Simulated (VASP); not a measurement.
A run of VASP 6.6.1 is set up as follows.

The input INCAR:

```
SYSTEM = TaC
PREC = Accurate
ENCUT = 520
EDIFF = 1E-7
ISMEAR = 0
SIGMA = 0.1
LREAL = .FALSE.
LASPH = .TRUE.
NELM = 60
ALGO = Normal
ISIF = 2
LWAVE = .FALSE.
LCHARG = .FALSE.
GGA = PE
```

Contents of KPOINTS:

```
Automatic mesh
0
G
  18 18 18
  0 0 0
```

File POSCAR:

```
TaC
1.0
    0.0000000000      2.2230000000      2.2230000000
    2.2230000000      0.0000000000      2.2230000000
    2.2230000000      2.2230000000      0.0000000000
Ta C
1 1
Direct
    0.0000000000      0.0000000000      0.0000000000
    0.5000000000      0.5000000000      0.5000000000
```

Potentials or basis: VASP PAW PBE potentials, release 64 (Ta_pv, C).

Launch:

```console
$ cat potpaw_PBE.64/Ta_pv/POTCAR potpaw_PBE.64/C/POTCAR > POTCAR
$ mpirun -np 1 vasp_std > vasp.out
```

(1) Predict the pressure.

(2) Predict the band gap on the k mesh.

## Answers

(1) 7.5 GPa.

(2) none (metal or under the smearing width).
